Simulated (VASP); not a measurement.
# GaSb (F-43m) in VASP: further runs

Aim: see how the results for GaSb move with the level of theory and the settings. Levels: r2SCAN50, LDA, PBE. Tasks: single point, relaxation of cell and atoms.

Program: VASP 6.6.1. These are calculated values, not measurements. Logs are shortened: lines on timing, memory, paths and dates and some standing lists are left out, and cuts for length are marked.

**What was measured.**

From a printed reference work, data compilation, for a bulk crystal of GaSb at 4.2 K: band gap 0.811 eV (direct).

The results are compared with them further down.

### Step 1. The structure

The structure is cubic, space group F-43m (No. 216). Conventional cell: a = 6.077 Å, b = 6.077 Å, c = 6.077 Å, α = 90.00°, β = 90.00°, γ = 90.00°. Sb (site symmetry -43m) has 4 Ga at 2.63 Å as nearest neighbours. Ga (site symmetry -43m) has 4 Sb at 2.63 Å as nearest neighbours.

### Step 2. Single point, r2SCAN50

The input, POSCAR:

```
GaSb
1.0
    0.0000000000      3.0384691801      3.0384691801
    3.0384691801      0.0000000000      3.0384691801
    3.0384691801      3.0384691801      0.0000000000
Sb Ga
1 1
Direct
    0.7500000000      0.7500000000      0.7500000000
    0.0000000000      0.0000000000      0.0000000000
```

The input, INCAR.step1:

```
SYSTEM = GaSb
PREC = Accurate ; ENCUT = 520
EDIFF = 1E-5 ; ISMEAR = -1
SIGMA = 0.05 ; LREAL = .False.
LASPH = .True. ; NELM = 100
ALGO = Normal ; ISIF = 2
LWAVE = .True. ; NBANDS = 16
GGA = PE
```

The input, INCAR.step2:

```
SYSTEM = GaSb
PREC = Accurate ; ENCUT = 520
EDIFF = 1E-6 ; ISMEAR = -1
SIGMA = 0.05 ; LREAL = .False.
LASPH = .True. ; NELM = 100
ALGO = Normal ; ISIF = 2
LWAVE = .False. ; LCHARG = .True.
METAGGA = R2SCAN ; LHFCALC = .True.
AEXX = 0.5 ; LMIXTAU = .True.
PRECFOCK = Normal ; HFRCUT = -1
LELF = .True. ; LVHAR = .True.
NBANDS = 16 ; ISTART = 1
```

The input, KPOINTS:

```
Automatic mesh
0
Gamma
  4 4 4
  0 0 0
```

Potentials or basis: VASP PAW PBE potentials, release 64 (Sb, Ga_d).

Started as:

```sh
cat potpaw_PBE.64/Sb/POTCAR potpaw_PBE.64/Ga_d/POTCAR > POTCAR
cp INCAR.step1 INCAR
mpirun -np 1 vasp_std > vasp.out
cp INCAR.step2 INCAR
mpirun -np 1 vasp_std > vasp.out
```

OUTCAR:

```text
SYSTEM = GaSb
   PREC = Accurate
   ENCUT = 520
   EDIFF = 1E-6
   ISMEAR = -1
   LREAL = .False.
   LASPH = .True.
   NELM = 100
   ISIF = 2
   METAGGA = R2SCAN
   LHFCALC = .True.
   AEXX = 0.5
   PRECFOCK = Normal
   ISTART = 1

 ion  position               nearest neighbor table
   1  0.750  0.750  0.750-   2 2.63   2 2.63   2 2.63   2 2.63
   2  0.000  0.000  0.000-   1 2.63   1 2.63   1 2.63   1 2.63

  LATTYP: Found a face centered cubic cell.
 ALAT       =     6.0769383602

  Lattice vectors:

 A1 = (   0.0000000000,   3.0384691801,   3.0384691801)
 A2 = (   3.0384691801,   0.0000000000,   3.0384691801)
 A3 = (   3.0384691801,   3.0384691801,   0.0000000000)

Analysis of symmetry for initial positions (statically):
=====================================================================
 Subroutine PRICEL returns:
 Original cell was already a primitive cell.

 Routine SETGRP: Setting up the symmetry group for a
 face centered cubic supercell.

 Subroutine GETGRP returns: Found 24 space group operations
 (whereof 24 operations were pure point group operations)
 out of a pool of 48 trial point group operations.

The static configuration has the point symmetry T_d .

Analysis of symmetry for dynamics (positions and initial velocities):
=====================================================================
 Subroutine PRICEL returns:
 Original cell was already a primitive cell.

 Routine SETGRP: Setting up the symmetry group for a
 face centered cubic supercell.

 Subroutine GETGRP returns: Found 24 space group operations
 (whereof 24 operations were pure point group operations)
 out of a pool of 48 trial point group operations.

The dynamic configuration has the point symmetry T_d .

 Subroutine INISYM returns: Found 24 space group operations
 (whereof 24 operations are pure point group operations),
 and found     1 'primitive' translations

----------------------------------------------------------------------------------------

                                     Primitive cell

  volume of cell :      56.1041

  direct lattice vectors                    reciprocal lattice vectors
     0.000000000  3.038469180  3.038469180    -0.164556548  0.164556548  0.164556548
     3.038469180  0.000000000  3.038469180     0.164556548 -0.164556548  0.164556548
     3.038469180  3.038469180  0.000000000     0.164556548  0.164556548 -0.164556548

  length of vectors
     4.297044323  4.297044323  4.297044323     0.285020302  0.285020302  0.285020302

  position of ions in fractional coordinates (direct lattice)
     0.750000000  0.750000000  0.750000000
     0.000000000  0.000000000  0.000000000

  ion indices of the primitive-cell ions
   primitive index   ion index
                 1           1
                 2           2

----------------------------------------------------------------------------------------

 KPOINTS: Automatic mesh

Automatic generation of k-mesh.
 Grid dimensions read from file:
 generate k-points for:    4    4    4

 Generating k-lattice:

  Cartesian coordinates                     Fractional coordinates (reciprocal lattice)
    -0.041139137  0.041139137  0.041139137     0.250000000  0.000000000  0.000000000
     0.041139137 -0.041139137  0.041139137     0.000000000  0.250000000  0.000000000
     0.041139137  0.041139137 -0.041139137     0.000000000  0.000000000  0.250000000

  Length of vectors
     0.071255076  0.071255076  0.071255076

  Shift w.r.t. Gamma in fractional coordinates (k-lattice)
     0.000000000  0.000000000  0.000000000

 Subroutine IBZKPT returns following result:
 ===========================================

 Found      8 irreducible k-points:

 Following reciprocal coordinates:
            Coordinates               Weight
  0.000000  0.000000  0.000000      1.000000
  0.250000  0.000000  0.000000      8.000000
  0.500000  0.000000  0.000000      4.000000
  0.250000  0.250000  0.000000      6.000000
  0.500000  0.250000  0.000000     24.000000
 -0.250000  0.250000  0.000000     12.000000
  0.500000  0.500000  0.000000      3.000000
 -0.250000  0.500000  0.250000      6.000000
   k-points           NKPTS =      8   k-points in BZ     NKDIM =     64   number of bands    NBANDS=     16
   number of dos      NEDOS =    301   number of ions     NIONS =      2
   total plane-waves  NPLWV =  32768
   dimension x,y,z NGX =    32 NGY =   32 NGZ =   32
   dimension x,y,z NGXF=    64 NGYF=   64 NGZF=   64
   ions per type =               1   1
   NGX,Y,Z   is equivalent  to a cutoff of  12.38, 12.38, 12.38 a.u.
   NGXF,Y,Z  is equivalent  to a cutoff of  24.76, 24.76, 24.76 a.u.
 SYSTEM =  GaSb
   PREC   = accura    normal or accurate (medium, high low for compatibility)
   ISTART =      1    job   : 0-new  1-cont  2-samecut
   ICHARG =      0    charge: 1-file 2-atom 10-const
   ISPIN  =      1    spin polarized calculation?
   LNONCOLLINEAR =      F non collinear calculations
   LSORBIT =      F    spin-orbit coupling
   LASPH  =      T    aspherical Exc in radial PAW
   ENCUT  =  520.0 eV  38.22 Ry    6.18 a.u.   7.99  7.99  7.99*2*pi/ulx,y,z
   NELM   =    100;   NELMIN=  2; NELMDL=  0     # of ELM steps
   EDIFF  = 0.1E-05   stopping-criterion for ELM
   LREAL  =      F    real-space projection
   EDIFFG = 0.1E-04   stopping-criterion for IOM
   NSW    =      0    number of steps for IOM
   IBRION =     -1    ionic relax: 0-MD 1-quasi-New 2-CG
   NFREE  =      0    steps in history (QN), initial steepest desc. (CG)
   ISIF   =      2    stress and relaxation
   ISYM   =      3    0-nonsym 1-usesym 2-fastsym
   POTIM  = 0.5000    time-step for ionic-motion
   TEBEG  =    0.0;   TEEND  =   0.0 temperature during run
   PSTRESS=    0.0 pullay stress
   NELECT =      18.0000    total number of electrons
   NUPDOWN=      -1.0000    fix difference up-down
   EMIN   =  10.00;   EMAX   =-10.00  energy-range for DOS
   EFERMI =   0.00;   METHOD = LEGACY
   ISMEAR =    -1;   SIGMA  =   0.05  broadening in eV -4-tet -1-fermi 0-gaus
   EFERMI_NEDOS =   21; number of points for ismear=-14 and -15
   IALGO  =     38    algorithm
   IMIX   =      1    mixing-type and parameters
     AMIX     =   0.40;   BMIX     =  1.00
     AMIX_MAG =   1.60;   BMIX_MAG =  1.00
  volume/ion in A,a.u.               =      28.05       189.30
  Fermi-wavevector in a.u.,A,eV,Ry     =   1.120730  2.117872 17.089391  1.256035
  Thomas-Fermi vector in A             =   2.257378
   LORBIT       =      0    0 simple, 1 ext, 2 COOP (PROOUT), +10 PAW based schemes
   METAGGA = R2SCAN    functional components
   LHFCALC =     T    Hartree Fock is set to
   PRECFOCK=normal    Normal, Fast or Accurate (Low or Medium for compatibility)
   ENCUT4O =  -1.0   cutoff for four orbital integrals eV
   NKREDX  =     1    reduce k-point grid by
   NKREDY  =     1    reduce k-point grid by
   NKREDZ  =     1    reduce k-point grid by
   AEXX    =    0.5000 exact exchange contribution
   HFSCREEN=    0.0000 screening length (either q_TF or 0.3 A-1)
   HFSCREENC=   0.0000 screening length for correlation (either q_TF or 0.3 A-1)
   ENCUTFOCK=  -1.0 apply spherical cutoff to Coloumb kernel
   IVDW    =     0    specifies the selected vdW correction
   LEPSILON=     F    determine dielectric tensor
   LRPA    =     F    only Hartree local field effects (RPA)
 non-spin polarized calculation
  energy-cutoff  :      520.00
  volume of cell :       56.10
 maximum number of plane-waves:      1540
  NGX = 24; NGY = 24; NGZ = 24

 number of electron      17.9999985 magnetization

 Free energy of the ion-electron system (eV)
  ---------------------------------------------------
  ext. energy  EPLUGINS =         0.00000000
  ---------------------------------------------------
  free energy    TOTEN  =       -28.64599408 eV

  energy without entropy =      -28.64599408  energy(sigma->0) =      -28.64599408

 E-fermi :   4.4139     XC(G=0):  -5.5164

 val. band max:        3.3518737273   @ k =   0.0000   0.0000   0.0000
 cond. band min:       6.7912362922   @ k =   0.5000   0.0000   0.0000
 fundamental gap:      3.4393625648
 Fermi energy:         4.4139469947

 k-point     1 :       0.0000    0.0000    0.0000
  band No.  band energies     occupation
      1     -17.3033      2.00000
      2     -17.3033      2.00000
      3     -17.3033      2.00000
      4     -17.2424      2.00000
      5     -17.2424      2.00000
      6     -10.5708      2.00000
[... 8 lines left out ...]
     15      15.4943      0.00000
     16      15.4943      0.00000

 k-point     2 :       0.2500    0.0000    0.0000
  band No.  band energies     occupation
      1     -17.3093      2.00000
      2     -17.2980      2.00000
      3     -17.2980      2.00000
      4     -17.2430      2.00000
      5     -17.2430      2.00000
      6      -9.7404      2.00000
[... 8 lines left out ...]
     15      14.3805      0.00000
     16      14.3805      0.00000

 k-point     3 :       0.5000    0.0000    0.0000
  band No.  band energies     occupation
      1     -17.3149      2.00000
      2     -17.2931      2.00000
      3     -17.2931      2.00000
      4     -17.2430      2.00000
      5     -17.2430      2.00000
      6      -8.4752      2.00000
[... 8 lines left out ...]
     15      17.2787      0.00000
     16      17.2787      0.00000

 k-point     4 :       0.2500    0.2500    0.0000
  band No.  band energies     occupation
      1     -17.3171      2.00000
      2     -17.2922      2.00000
      3     -17.2922      2.00000
      4     -17.2468      2.00000
      5     -17.2411      2.00000
      6      -9.4506      2.00000
[... 8 lines left out ...]
     15      16.3213      0.00000
     16      16.4188      0.00000

 k-point     5 :       0.5000    0.2500    0.0000
  band No.  band energies     occupation
      1     -17.3212      2.00000
      2     -17.2876      2.00000
      3     -17.2868      2.00000
      4     -17.2476      2.00000
      5     -17.2416      2.00000
      6      -8.0670      2.00000
[... 8 lines left out ...]
     15      17.3777      0.00000
     16      17.8055      0.00000

 k-point     6 :      -0.2500    0.2500    0.0000
  band No.  band energies     occupation
      1     -17.3161      2.00000
      2     -17.2918      2.00000
      3     -17.2905      2.00000
      4     -17.2443      2.00000
      5     -17.2437      2.00000
      6      -8.6098      2.00000
[... 8 lines left out ...]
     15      15.8597      0.00000
     16      17.9360      0.00000

 k-point     7 :       0.5000    0.5000    0.0000
  band No.  band energies     occupation
      1     -17.3292      2.00000
      2     -17.2809      2.00000
      3     -17.2809      2.00000
      4     -17.2525      2.00000
      5     -17.2396      2.00000
      6      -7.3785      2.00000
[... 8 lines left out ...]
     15      18.5553      0.00000
     16      18.6077      0.00000

 k-point     8 :      -0.2500    0.5000    0.2500
  band No.  band energies     occupation
      1     -17.3230      2.00000
      2     -17.2873      2.00000
      3     -17.2824      2.00000
      4     -17.2482      2.00000
      5     -17.2424      2.00000
      6      -7.2926      2.00000
[... 8 lines left out ...]
     15      17.5337      0.00000
     16      18.9695      0.00000

------------------------ aborting loop because EDIFF is reached ----------------------------------------

  FORCE on cell =-STRESS in cart. coord.  units (eV):
  Direction    XX          YY          ZZ          XY          YZ          ZX
  --------------------------------------------------------------------------------------
  -------------------------------------------------------------------------------------
  Total       -0.9536003     -0.9536003     -0.9536003      0.0000000      0.0000000     -0.0000000
  in kB      -27.2321824    -27.2321824    -27.2321824      0.0000000      0.0000000     -0.0000000
  external PRESSURE =     -27.2321824 kB  Pullay stress =       0.0000000 kB

 VOLUME and BASIS-vectors are now :
 -----------------------------------------------------------------------------
  energy-cutoff  :      520.00
  volume of cell :       56.10
      direct lattice vectors                 reciprocal lattice vectors
     0.000000000  3.038469180  3.038469180    -0.164556548  0.164556548  0.164556548
     3.038469180  0.000000000  3.038469180     0.164556548 -0.164556548  0.164556548
     3.038469180  3.038469180  0.000000000     0.164556548  0.164556548 -0.164556548

 POSITION                                       TOTAL-FORCE (eV/Angst)
 -----------------------------------------------------------------------------------
      4.55770      4.55770      4.55770        -0.000000      0.000000     -0.000000
      0.00000      0.00000      0.00000         0.000000     -0.000000      0.000000
 -----------------------------------------------------------------------------------
    total drift:                                0.000011      0.000032      0.000009

  FREE ENERGIE OF THE ION-ELECTRON SYSTEM (eV)
  ---------------------------------------------------
  free  energy   TOTEN  =       -28.6459940842 eV

  energy  without entropy=      -28.6459940841  energy(sigma->0) =      -28.64599408
```

Run time: 5.8 min. Hardware: 1 thread of Intel Xeon Platinum 8488C (Sapphire Rapids), shared host; peak memory 0.19 GiB.

Results:

- Free energy: -28.6460 eV
- Pressure: -2.7 GPa
- Band gap on the k mesh: 3.44 eV, indirect (least direct gap 3.59 eV)

Levels at points of the mesh, in eV from the valence-band top:
```csv
k point,band 6,band 7,band 8,band 9,band 10,band 11,band 12,band 13
"(0.00, 0.00, 0.00)",-13.92,0.00,0.00,0.00,3.59,5.80,5.80,5.80
"(0.50, 0.00, 0.00)",-11.83,-7.67,-1.40,-1.40,3.44,6.87,6.87,9.84
"(0.50, 0.50, 0.00)",-10.73,-8.16,-3.16,-3.16,3.65,3.98,13.03,13.03
```

Caveat: the k mesh is coarse (spacing up to 0.45 Å⁻¹), so the values aren't converged, least of all with exact exchange; the PAW data sets were made with another functional, which shifts forces and pressure a little; spin-orbit coupling is left out, which moves the levels of the heavy elements. A k mesh can miss the band edges.

(Part 1 of 3 ends here.)
